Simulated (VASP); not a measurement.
# Si4W (P6/mmm) in VASP: settings compared

Aim: see how the results for Si4W move with the level of theory and the settings. Levels: PBE, RPBE. Tasks: relaxation of cell and atoms, relaxation of the atoms.

All numbers are computed with VASP 6.6.1; they aren't measurements. Logs are shortened: lines on timing, memory, paths and dates and some standing lists are left out, and cuts for length are marked.

### 1 Starting point

Symmetry: P6/mmm, No. 191, hexagonal system. Conventional cell: a = 4.454 Å, b = 4.454 Å, c = 4.531 Å, α = 90.00°, β = 90.00°, γ = 120.00°. Around Si (site symmetry 3m) lie 1 Si at 1.65 Å. W (site symmetry 6/mmm) has 12 Si at 2.70 Å as nearest neighbours.

The cell was built by a generator and needn't be a form met in nature.

### 2 Relaxation of cell and atoms, PBE

Input file INCAR:

```
ALGO     = Normal         # electronic algorithm
EDIFF    = 1E-7           # SCF threshold, eV
EDIFFG   = -0.005         # ionic threshold
ENCUT    = 600            # plane-wave cutoff, eV
GGA      = PE             # functional
IBRION   = 2              # ionic algorithm
ISIF     = 3              # what is computed and relaxed
ISMEAR   = 0              # smearing method
LASPH    = T              # aspherical terms in the spheres
LCHARG   = F              # write CHGCAR
LREAL    = F              # projectors in reciprocal space
LWAVE    = F              # write WAVECAR
NELM     = 80             # most SCF steps
NSW      = 60             # ionic steps
PREC     = Accurate       # precision mode
SIGMA    = 0.05           # smearing width, eV
```

Input file KPOINTS:

```
k-points
0
Gamma
  7 7 6
```

Input file POSCAR:

```
Si4W
1.0
    4.4539752800      0.0000000000      0.0000000000
   -2.2269876400      3.8572557400      0.0000000000
    0.0000000000      0.0000000000      4.5313977100
Si W
4 1
Direct
    0.3333333300      0.6666666700      0.8179659200
    0.3333333300      0.6666666700      0.1820340800
    0.6666666700      0.3333333300      0.1820340800
    0.6666666700      0.3333333300      0.8179659200
    0.0000000000      0.0000000000      0.0000000000
```

Potentials or basis: VASP PAW PBE potentials, release 64 (Si, W_sv).

Started as:

```bash
cat potpaw_PBE.64/Si/POTCAR potpaw_PBE.64/W_sv/POTCAR > POTCAR
mpirun -np 1 vasp_std > vasp.out
```

OUTCAR:

```text
EDIFF = 1E-7
   EDIFFG = -0.005
   ENCUT = 600
   GGA = PE
   IBRION = 2
   ISIF = 3
   ISMEAR = 0
   LASPH = T
   LREAL = F
   NELM = 80
   NSW = 60
   PREC = Accurate

 ion  position               nearest neighbor table
   1  0.333  0.667  0.818-   2 1.65   4 2.57   4 2.57   4 2.57   5 2.70   5 2.70   5 2.70   2 2.88
                             3 3.06   3 3.06   3 3.06
   2  0.333  0.667  0.182-   1 1.65   3 2.57   3 2.57   3 2.57   5 2.70   5 2.70   5 2.70   1 2.88
                             4 3.06   4 3.06   4 3.06
   3  0.667  0.333  0.182-   4 1.65   2 2.57   2 2.57   2 2.57   5 2.70   5 2.70   5 2.70   4 2.88
                             1 3.06   1 3.06   1 3.06
   4  0.667  0.333  0.818-   3 1.65   1 2.57   1 2.57   1 2.57   5 2.70   5 2.70   5 2.70   3 2.88
                             2 3.06   2 3.06   2 3.06
   5  0.000  0.000  0.000-   1 2.70   2 2.70   3 2.70   4 2.70   1 2.70   2 2.70   3 2.70   4 2.70
                             3 2.70   4 2.70   1 2.70   2 2.70

  LATTYP: Found a hexagonal cell.
 ALAT       =     4.4539752800
 C/A-ratio  =     1.0173827705

  Lattice vectors:

 A1 = (   4.4539752800,   0.0000000000,   0.0000000000)
 A2 = (  -2.2269876400,   3.8572557400,   0.0000000000)
 A3 = (   0.0000000000,   0.0000000000,   4.5313977100)

Analysis of symmetry for initial positions (statically):
=====================================================================
 Subroutine PRICEL returns:
 Original cell was already a primitive cell.

 Routine SETGRP: Setting up the symmetry group for a
 hexagonal supercell.

 Subroutine GETGRP returns: Found 24 space group operations
 (whereof 24 operations were pure point group operations)
 out of a pool of 24 trial point group operations.

The static configuration has the point symmetry D_6h.

Analysis of symmetry for dynamics (positions and initial velocities):
=====================================================================
 Subroutine PRICEL returns:
 Original cell was already a primitive cell.

 Routine SETGRP: Setting up the symmetry group for a
 hexagonal supercell.

 Subroutine GETGRP returns: Found 24 space group operations
 (whereof 24 operations were pure point group operations)
 out of a pool of 24 trial point group operations.

The dynamic configuration has the point symmetry D_6h.

 Subroutine INISYM returns: Found 24 space group operations
 (whereof 24 operations are pure point group operations),
[... 96 lines left out ...]
   ISPIN  =      1    spin polarized calculation?
   LNONCOLLINEAR =      F non collinear calculations
   LSORBIT =      F    spin-orbit coupling
   LASPH  =      T    aspherical Exc in radial PAW
   ENCUT  =  600.0 eV  44.10 Ry    6.64 a.u.   8.90  8.90  9.05*2*pi/ulx,y,z
   NELM   =     80;   NELMIN=  2; NELMDL= -5     # of ELM steps
   EDIFF  = 0.1E-06   stopping-criterion for ELM
   LREAL  =      F    real-space projection
   EDIFFG = -.5E-02   stopping-criterion for IOM
   NSW    =     60    number of steps for IOM
   IBRION =      2    ionic relax: 0-MD 1-quasi-New 2-CG
   NFREE  =      1    steps in history (QN), initial steepest desc. (CG)
   ISIF   =      3    stress and relaxation
   ISYM   =      2    0-nonsym 1-usesym 2-fastsym
   POTIM  = 0.5000    time-step for ionic-motion
   TEBEG  =    0.0;   TEEND  =   0.0 temperature during run
   PSTRESS=    0.0 pullay stress
   NELECT =      30.0000    total number of electrons
   NUPDOWN=      -1.0000    fix difference up-down
   EMIN   =  10.00;   EMAX   =-10.00  energy-range for DOS
   EFERMI =   0.00;   METHOD = LEGACY
   ISMEAR =     0;   SIGMA  =   0.05  broadening in eV -4-tet -1-fermi 0-gaus
   EFERMI_NEDOS =   21; number of points for ismear=-14 and -15
   IALGO  =     38    algorithm
   IMIX   =      4    mixing-type and parameters
     AMIX     =   0.40;   BMIX     =  1.00
     AMIX_MAG =   1.60;   BMIX_MAG =  1.00
  volume/ion in A,a.u.               =      15.57       105.07
  Fermi-wavevector in a.u.,A,eV,Ry     =   1.191322  2.251272 19.310038  1.419248
  Thomas-Fermi vector in A             =   2.327386
   LORBIT       =      0    0 simple, 1 ext, 2 COOP (PROOUT), +10 PAW based schemes
   GGA     = PE    functional components
   LHFCALC =     F    Hartree Fock is set to
   AEXX    =    0.0000 exact exchange contribution
   IVDW    =     0    specifies the selected vdW correction
   LEPSILON=     F    determine dielectric tensor
   LRPA    =     F    only Hartree local field effects (RPA)
 conjugate gradient relaxation of ions
 non-spin polarized calculation
 Gauss-broadening in eV      SIGMA  =   0.05
  energy-cutoff  :      600.00
  volume of cell :       77.85
 maximum number of plane-waves:      2616
 NGX is ok and might be reduce to    36
   NGX = 17   NGY = 17   NGZ = 19

--------------------------------------- Ionic step        1  -------------------------------------------

 number of electron      30.0000000 magnetization

 Free energy of the ion-electron system (eV)
  ---------------------------------------------------
  ext. energy  EPLUGINS =         0.00000000
  ---------------------------------------------------
  free energy    TOTEN  =       -20.72017217 eV

  energy without entropy =      -20.71616944  energy(sigma->0) =      -20.71817081

------------------------ aborting loop because EDIFF is reached ----------------------------------------

  FORCE on cell =-STRESS in cart. coord.  units (eV):
  Direction    XX          YY          ZZ          XY          YZ          ZX
  --------------------------------------------------------------------------------------
  -------------------------------------------------------------------------------------
  Total       -1.0981544     -1.0981544     81.8345055      0.0000000      0.0000000      0.0000000
  in kB      -22.6003712    -22.6003712   1684.1804727      0.0000000      0.0000000      0.0000000
  external PRESSURE =     546.3265768 kB  Pullay stress =       0.0000000 kB
[... 1173 lines left out ...]
     18       9.9626      0.00000
     19      10.5041      0.00000

 [... further k-points ...]

[... ionic steps 4 to 30 ...]

--------------------------------------- Ionic step       31  -------------------------------------------

 number of electron      30.0000003 magnetization

------------------------ aborting loop because EDIFF is reached ----------------------------------------
[... 73 lines left out ...]
--------------------------------------- Ionic step       33  -------------------------------------------

 number of electron      30.0000003 magnetization

 Free energy of the ion-electron system (eV)
  ---------------------------------------------------
  ext. energy  EPLUGINS =         0.00000000
  ---------------------------------------------------
  free energy    TOTEN  =       -33.10550717 eV

  energy without entropy =      -33.10104837  energy(sigma->0) =      -33.10327777

 E-fermi :   9.4894     XC(G=0): -11.3662

 val. band max:        9.4817070572   @ k =   0.1429   0.1429   0.0000
 cond. band min:       9.4962177772   @ k =   0.0000   0.0000   0.0000
 fundamental gap:      0.0145107200
 Fermi energy:         9.4894007219
[... 560 lines left out ...]
  FREE ENERGIE OF THE ION-ELECTRON SYSTEM (eV)
  ---------------------------------------------------
  free  energy   TOTEN  =       -33.1055071672 eV

  energy  without entropy=      -33.1010483729  energy(sigma->0) =      -33.10327777

 reached required accuracy - stopping structural energy minimisation
```

Run time: 22 min. Hardware: 1 thread of Intel Xeon Platinum 8375C at 2.90GHz (Ice Lake), shared host; peak memory 0.25 GiB.

Results:

```
Free energy                            : -33.1055 eV
Relaxed volume                         : 15.33 Å³/atom
Relaxed cell                           : a = 4.241 Å, b = 4.241 Å, c = 4.919 Å, α = 90.00°, β = 90.00°, γ = 120.00°
Space group after relaxing (to 0.05 Å) : P6/mmm (No. 191)
Energy gained by relaxing              : 2477.1 meV/atom
Ionic steps                            : 33
Pressure after relaxing                : 0.0 GPa
Largest force after relaxing           : 0.005 eV/Å
Band gap on the k mesh                 : none (metal or under the smearing width)
```

Forces on the atoms (eV/Å):
```
Si   0.000  0.000  0.005
Si   0.000  0.000 -0.005
Si   0.000  0.000 -0.005
Si   0.000  0.000  0.005
W    0.000  0.000  0.000
```

Step by step:
```csv
step,energy change (eV),largest force (eV/Å),pressure (GPa),volume (Å³)
1,0.0000,26.6595,54.63,77.85
2,448.2900,702.3388,286.63,136.38
3,-2.7990,20.1491,24.96,81.61
4,-3.6182,18.8981,23.56,80.77
5,-4.8736,17.0227,21.74,79.31
6,-5.4391,16.0804,21.03,78.58
7,-5.7060,15.6163,20.75,78.21
8,-5.8355,15.3892,20.63,78.03
9,-5.8994,15.2777,20.58,77.94
10,-5.9311,15.2228,20.55,77.90
11,-5.9468,15.1955,20.54,77.87
12,-5.9547,15.1820,20.53,77.86
13,-5.9587,15.1752,20.53,77.86
14,-5.9606,15.1719,20.53,77.85
15,-5.9616,15.1702,20.53,77.85
16,-5.9621,15.1694,20.53,77.85
17,-5.9623,15.1690,20.53,77.85
18,-5.9625,15.1687,20.53,77.85
19,-5.9625,15.1686,20.53,77.85
20,-9.2386,3.6869,18.61,92.73
21,-9.7379,2.8005,13.62,91.66
22,-10.0849,2.2182,9.83,90.77
23,-11.7320,1.0963,-6.25,84.86
24,-12.1952,0.2116,-7.92,81.49
25,-12.2000,0.1074,-8.21,81.99
26,-12.2021,0.0016,-8.14,81.80
27,-12.3480,0.4629,3.14,75.45
28,-12.3612,0.3364,0.34,76.76
29,-12.3769,0.2212,0.14,76.71
30,-12.3808,0.1738,-0.11,76.59
31,-12.3853,0.0037,-0.01,76.64
32,-12.3853,0.0115,-0.01,76.64
33,-12.3853,0.0048,0.02,76.63
```

Final structure:
```yaml
crystal:
  lattice:
    - [4.24129, 0.00000, 0.00000]
    - [-2.12065, 3.67307, 0.00000]
    - [0.00000, 0.00000, 4.91892]
  atoms:
    - { symbol: Si, position: [0.33333, 0.66667, 0.74676] }
    - { symbol: Si, position: [0.33333, 0.66667, 0.25324] }
    - { symbol: Si, position: [0.66667, 0.33333, 0.25324] }
    - { symbol: Si, position: [0.66667, 0.33333, 0.74676] }
    - { symbol: W, position: [0.00000, 0.00000, 0.00000] }
```

Levels at points of the mesh, in eV from the Fermi level:
```csv
k point,band 12,band 13,band 14,band 15,band 16,band 17,band 18,band 19
"(0.00, 0.00, 0.00)",-1.79,-0.44,-0.38,-0.38,-0.28,-0.28,0.01,1.02
"(0.00, 0.00, 0.50)",-2.67,-2.36,-2.36,-2.18,-0.55,0.93,0.93,3.10
```

### 3 Relaxation of the atoms, RPBE

Input file INCAR:

```
PREC = Accurate ; ENCUT = 520
EDIFF = 1E-6 ; ISMEAR = 0
SIGMA = 0.05 ; LREAL = F
LASPH = T ; NELM = 60
ALGO = Normal ; ISIF = 2
LWAVE = F ; LCHARG = F
GGA = RP ; IBRION = 2
NSW = 60 ; EDIFFG = -0.01
```

Input file KPOINTS:

```
Automatic mesh
0
Gamma
  7 7 6
```

POSCAR is that of step 2.

Potentials or basis: VASP PAW PBE potentials, release 64 (Si, W_sv).

Started as:

```bash
cat potpaw_PBE.64/Si/POTCAR potpaw_PBE.64/W_sv/POTCAR > POTCAR
mpirun -np 1 vasp_std > vasp.out
```

OUTCAR:

```text
PREC = Accurate
   ENCUT = 520
   EDIFF = 1E-6
   ISMEAR = 0
   LREAL = F
   LASPH = T
   NELM = 60
   ISIF = 2
   GGA = RP
   IBRION = 2
   NSW = 60
   EDIFFG = -0.01

 ion  position               nearest neighbor table
   1  0.333  0.667  0.818-   2 1.65   4 2.57   4 2.57   4 2.57   5 2.70   5 2.70   5 2.70   2 2.88
                             3 3.06   3 3.06   3 3.06
   2  0.333  0.667  0.182-   1 1.65   3 2.57   3 2.57   3 2.57   5 2.70   5 2.70   5 2.70   1 2.88
                             4 3.06   4 3.06   4 3.06
   3  0.667  0.333  0.182-   4 1.65   2 2.57   2 2.57   2 2.57   5 2.70   5 2.70   5 2.70   4 2.88
                             1 3.06   1 3.06   1 3.06
   4  0.667  0.333  0.818-   3 1.65   1 2.57   1 2.57   1 2.57   5 2.70   5 2.70   5 2.70   3 2.88
                             2 3.06   2 3.06   2 3.06
   5  0.000  0.000  0.000-   1 2.70   2 2.70   3 2.70   4 2.70   1 2.70   2 2.70   3 2.70   4 2.70
                             3 2.70   4 2.70   1 2.70   2 2.70

  LATTYP: Found a hexagonal cell.
[... 395 lines left out ...]
  ---------------------------------------------------
  free energy    TOTEN  =       -30.76155068 eV

  energy without entropy =      -30.75632018  energy(sigma->0) =      -30.75893543

 E-fermi :   9.2622     XC(G=0): -11.2755

 val. band max:        9.2464368661   @ k =   0.2857   0.1429   0.3333
 cond. band min:       9.2703917722   @ k =   0.2857   0.2857   0.3333
 fundamental gap:      0.0239549061
 Fermi energy:         9.2622238017

 k-point     1 :       0.0000    0.0000    0.0000
  band No.  band energies     occupation
      1     -64.7576      2.00000
      2     -28.9678      2.00000
      3     -28.9234      2.00000
      4     -28.9234      2.00000
      5      -4.2427      2.00000
      6       2.4784      2.00000
[... 505 lines left out ...]
      6      -0.6285      2.00000
[... 11 lines left out ...]
     18      11.8114      0.00000
     19      12.3662      0.00000

 [... further k-points ...]
[... 5 lines left out ...]
  --------------------------------------------------------------------------------------
  -------------------------------------------------------------------------------------
  Total       -4.6486609     -4.6486609     12.8026635      0.0000000      0.0000000      0.0000000
  in kB      -95.6709374    -95.6709373    263.4829377      0.0000000      0.0000000      0.0000000
  external PRESSURE =      24.0470210 kB  Pullay stress =       0.0000000 kB
[... 20 lines left out ...]
  FREE ENERGIE OF THE ION-ELECTRON SYSTEM (eV)
  ---------------------------------------------------
  free  energy   TOTEN  =       -30.7615506819 eV

  energy  without entropy=      -30.7563201840  energy(sigma->0) =      -30.75893543

 reached required accuracy - stopping structural energy minimisation
```

CONTCAR:

```text
Si4W
   1.00000000000000
     4.4539752799999999    0.0000000000000000    0.0000000000000000
    -2.2269876399999999    3.8572557399999998    0.0000000000000000
     0.0000000000000000    0.0000000000000000    4.5313977100000002
  Si              W
     4     1
Direct
     0.3333333300000021    0.6666666699999979    0.7513887855566577
     0.3333333300000021    0.6666666699999979    0.2486112144433424
     0.6666666699999979    0.3333333300000021    0.2486112144433424
     0.6666666699999979    0.3333333300000021    0.7513887855566577
     0.0000000000000000    0.0000000000000000    0.0000000000000000

  0.00000000E+00  0.00000000E+00  0.00000000E+00
  0.00000000E+00  0.00000000E+00  0.00000000E+00
  0.00000000E+00  0.00000000E+00  0.00000000E+00
  0.00000000E+00  0.00000000E+00  0.00000000E+00
  0.00000000E+00  0.00000000E+00  0.00000000E+00
```

It took 7.5 min on 1 thread of Intel Xeon Platinum 8375C at 2.90GHz (Ice Lake), shared host; peak memory 0.23 GiB.

Results:

```yaml
Free_energy: -30.7616 eV
Energy_gained_by_relaxing: 2387.5 meV/atom
Ionic_steps: 12
Pressure_after_relaxing: 2.4 GPa
Band_gap_on_the_k_mesh: none (metal or under the smearing width)
```

Stress tensor (GPa, compression positive):
```
-9.57  0.00  0.00
 0.00 -9.57  0.00
 0.00  0.00 26.35
```

The path:
```csv
step,energy change (eV),largest force (eV/Å),pressure (GPa)
1,0.0000,26.9746,56.70
2,1223.5004,2874.6286,1020.07
3,-1.2507,24.7480,52.16
4,-2.2976,22.8470,48.23
5,-9.7822,7.9267,15.80
6,19.5885,59.6618,98.91
7,-11.3368,3.8228,6.95
8,-11.8941,1.0311,3.03
9,-11.9376,0.0159,2.40
10,-11.9346,0.2680,2.29
11,-11.9350,0.2527,2.51
12,-11.9376,0.0001,2.40
```

Final structure:
```
Si W
1.0
     4.45398    0.00000    0.00000
    -2.22699    3.85726    0.00000
     0.00000    0.00000    4.53140
Si W
4 1
Direct
  0.33333 0.66667 0.75139
  0.33333 0.66667 0.24861
  0.66667 0.33333 0.24861
  0.66667 0.33333 0.75139
  0.00000 0.00000 0.00000
```

Levels at points of the mesh, in eV from the Fermi level:
| k point | band 11 | band 12 | band 13 | band 14 | band 15 | band 16 | band 17 | band 18 | band 19 |
| --- | --- | --- | --- | --- | --- | --- | --- | --- | --- |
| (0.00, 0.00, 0.00) | -1.45 | -1.28 | -1.28 | -0.87 | -0.87 | -0.11 | 0.78 | 0.78 | 1.18 |
| (0.00, 0.00, 0.50) | -2.56 | -2.56 | -2.19 | -2.19 | -0.78 | 0.53 | 0.53 | 1.35 | 3.96 |

Caveat: the PAW data sets were made with another functional, which shifts forces and pressure a little. Spin-orbit coupling is left out, which matters for the levels of W.

### 4 The reference run

An earlier run on the cell as given: functional PBE; potentials or basis VASP PAW PBE potentials, release 64 (Si, W_sv); cutoff 520 eV; k mesh 7 × 7 × 6; occupations fermi-dirac, width 0.05 eV; no spin polarisation.

* Pressure: 54.6 GPa
* Largest force: 26.676 eV/Å
* Band gap on the k mesh: none (metal or under the smearing width)

### 5 Summary

```csv
task,level,cell,cutoff (eV),smearing,gap on the mesh (eV),pressure (GPa)
relaxation of cell and atoms,PBE,relaxed,600,gaussian 0.05 eV,none,0.0
relaxation of the atoms,RPBE,atoms relaxed,520,gaussian 0.05 eV,none,2.4
single point,PBE,as given,520,fermi-dirac 0.05 eV,none,54.6
```

Alike in all rows: potentials or basis VASP PAW PBE potentials, release 64 (Si, W_sv); no spin polarisation; k mesh 7 × 7 × 6.

Caveats: the PAW data sets were made with another functional, which shifts forces and pressure a little (some runs); a pressure of tens of GPa on the cell as given is suspect, and the run, the potentials or the cell itself is likely at fault (some runs); forces of over 1 eV/Å show positions far from the minimum, so gaps and moduli don't describe the material at rest (some runs).

Absolute energies hang on the potentials; compare differences alone.
